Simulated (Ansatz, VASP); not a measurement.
SiC in VASP and in Ansatz

The input INCAR:

```
PREC = Accurate
ENCUT = 520
EDIFF = 1E-6
ISMEAR = 0
SIGMA = 0.05
LREAL = False
LASPH = True
NELM = 100
ALGO = Normal
ISIF = 2
LWAVE = False
LCHARG = True
GGA = PE
LELF = True
LVHAR = True
NBANDS = 16
```

Contents of KPOINTS:

```
regular mesh
0
Gamma
  12 12 6
```

Contents of POSCAR:

```
SiC
1.0
    2.8444250947      0.0000000000      0.0000000000
   -1.4222125473      2.4633443912      0.0000000000
    0.0000000000      0.0000000000      5.2769820245
Si C
2 2
Direct
    0.3333333333      0.6666666667      0.0045635313
    0.6666666667      0.3333333333      0.5045635313
    0.3333333333      0.6666666667      0.3804364687
    0.6666666667      0.3333333333      0.8804364687
```

Input for Ansatz:

```yaml
crystal:
  lattice:
    - [2.8444250947, 0.0, 0.0]
    - [-1.4222125473, 2.4633443912, 0.0]
    - [0.0, 0.0, 5.2769820245]
  atoms:
    - { symbol: Si, position: [0.3333333333, 0.6666666667, 0.0045635313] }
    - { symbol: Si, position: [0.6666666667, 0.3333333333, 0.5045635313] }
    - { symbol: C, position: [0.3333333333, 0.6666666667, 0.3804364687] }
    - { symbol: C, position: [0.6666666667, 0.3333333333, 0.8804364687] }
basis:
  ecutwfc: 420
kpoints:
  mp_grid: { grid: [12, 12, 6] }
hamiltonian:
  xc: pbe
scf:
  occupations: { method: gaussian, width: 0.05 }
output:
  forces: true
  stress: true
  eigenvalues: true
```

Change from the starting cell: strain -0.080 along x and y, +0.040 along z, atoms carried along.

Alike in both runs: task single point; functional PBE; k mesh 12 × 12 × 6; occupations gaussian, width 0.05 eV; no spin polarisation.

|  | VASP | Ansatz |
| --- | --- | --- |
| version | VASP 6.6.1 | Ansatz 0.2.0 |
| potentials or method | VASP PAW PBE potentials, release 64 (Si, C) | scalar-relativistic, plane waves, PAW |
| plane-wave cutoff (eV) | 520 | 420 |
| valence electrons in the cell | 16 | 16 |

```tsv
	VASP	Ansatz	Ansatz less VASP
gap on the k mesh at the Fermi level (eV)	1.48	1.49	+0.012
least direct gap on the mesh (eV)	3.80	3.80	+0.001
pressure (GPa)	40.7	40.8	+0.12
largest component of the traceless stress (GPa)	56.21	55.97	-0.239
rms of the force components (eV/Å)	0.824	0.827	+0.0028
```

Atom by atom the forces differ by 0.003 eV/Å (rms over components).

Caveats: so large a pressure means that the cell lies far from this level's equilibrium, or that cutoff or potentials fall short (VASP); forces of over 1 eV/Å show positions far from the minimum, so gaps and moduli don't describe the material at rest. A k mesh can miss the band edges.
